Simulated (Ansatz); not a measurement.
**IrO2 under compression and expansion**

```cif
data_structure
_symmetry_space_group_name_H-M 'P4_2/mnm'
_symmetry_Int_Tables_number 136
_cell_length_a 4.4072
_cell_length_b 4.4072
_cell_length_c 3.0818
_cell_angle_alpha 90.000
_cell_angle_beta 90.000
_cell_angle_gamma 90.000
_cell_volume 59.86
loop_
_atom_site_label
_atom_site_type_symbol
_atom_site_symmetry_multiplicity
_atom_site_Wyckoff_symbol
_atom_site_fract_x
_atom_site_fract_y
_atom_site_fract_z
_atom_site_occupancy
Ir1 Ir 2 a 0.00000 0.00000 0.00000 1
O1 O 4 f 0.31100 0.31100 0.00000 1
```

The runs use the primitive cell with vectors (4.407, 0.000, 0.000), (0.000, 4.407, 0.000), (0.000, 0.000, 3.082) Å, to which the k mesh refers.

The cell comes from COD entry 1538153, which wasn't checked; take it as a given geometry. It is an old determination, and later ones may differ. The listed cell was then made from it by scaling, straining or moving an atom.

No spin–orbit coupling, which matters for the heavy atoms here.

Methods: DFT, PBEsol, all-electron LAPW, scalar-relativistic (Ansatz 0.2.0); DFT, PBEsol, PAW with Ansatz's default frozen-core files, scalar-relativistic (Ansatz 0.2.0).

For LAPW: a Γ-centred 8×8×11 k mesh, Fermi–Dirac smearing of 0.05 eV, basis error target 0.5 meV/atom, no spin polarisation. PAW takes a cutoff of 420 eV at this cell (files made with PBE, cores remade for this functional). The Ansatz runs share mesh, smearing and spin set-up. Plane-wave (PAW) pressures include the program's estimate of the Pulay term.

The cell above is scaled evenly, with fractional coordinates and shape held.

| V/V(cell) | V (Å³/atom) | P, LAPW (GPa) | P, PAW (GPa) | free energy over the lowest listed, PAW (meV/atom) |
| --- | --- | --- | --- | --- |
| 1.0000 | 9.976 | 19.44 | 19.38 | 32.5 |
| 1.0213 | 10.189 | 11.51 | 11.44 | 12.2 |
| 1.0426 | 10.401 | 4.45 | 4.38 | 1.8 |
| 1.0532 | 10.507 | 1.21 | 1.14 | 0.0 |
| 1.0745 | 10.719 | -4.71 | -4.80 | 2.5 |
| 1.0851 | 10.825 | -7.43 | -7.51 | 6.6 |
| 1.1064 | 11.038 | -12.40 | -12.49 | 19.9 |
| 1.1277 | 11.250 | -16.82 | -16.91 | 39.4 |

Problem. What do Birch–Murnaghan fits to the pressures give?

Solution. LAPW: V0 = 10.55 Å³/atom, B0 = 305 GPa, B0′ = 4.8; PAW: V0 = 10.55 Å³/atom, B0 = 306 GPa, B0′ = 4.8.

PAW's V0 lies -0.03 % from the all-electron value and its B0 0.2 %. With shape and internal coordinates held, B0 is an upper bound to the relaxed modulus.
